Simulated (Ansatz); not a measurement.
Runs of Ansatz 0.2.0 on CaO. It takes space group Fm-3m (No. 225, cubic). Conventional cell: a = 4.807 Å, b = 4.807 Å, c = 4.807 Å, α = 90.00°, β = 90.00°, γ = 90.00°. Ca (site symmetry m-3m) is surrounded by 6 O at 2.40 Å. Around O (site symmetry m-3m) lie 6 Ca at 2.40 Å. The cell is a database's computed one.

```tsv
task	level	potentials or basis	cell	k mesh	cutoff (eV)	basis error allowed	gap on the mesh (eV)	pressure (GPa)	relaxed volume (Å³/atom)
relaxation of cell and atoms	PBEsol+D3(BJ)	all-electron LAPW, scalar-relativistic	relaxed	10 × 10 × 10	-	0.001 eV/atom	3.52	0.0	13.16
single point	HSE06	all-electron PAW datasets made for the crystal	as given	8 × 8 × 8	340	-	(a)	-	-
single point	PBEsol	all-electron LAPW, scalar-relativistic	as given	10 × 10 × 10	246	0.001 eV/atom	3.55	-2.7	-
relaxation of cell and atoms	PBE+D4	all-electron LAPW, scalar-relativistic	relaxed	10 × 10 × 10	-	0.001 eV/atom	3.65	0.0	(c)
relaxation of cell and atoms	RPBE+D3(BJ)	all-electron LAPW, scalar-relativistic	relaxed	10 × 10 × 10	-	0.001 eV/atom	3.67	0.0	(b)
```

Alike in all rows: no spin polarisation; smearing fermi-dirac 0.05 eV.

Question: Estimate the missing entries.

Answer: (a) 5.31; (b) 12.00; (c) 13.82.

A k mesh can miss the band edges.

Not every run made on this cell is shown here.
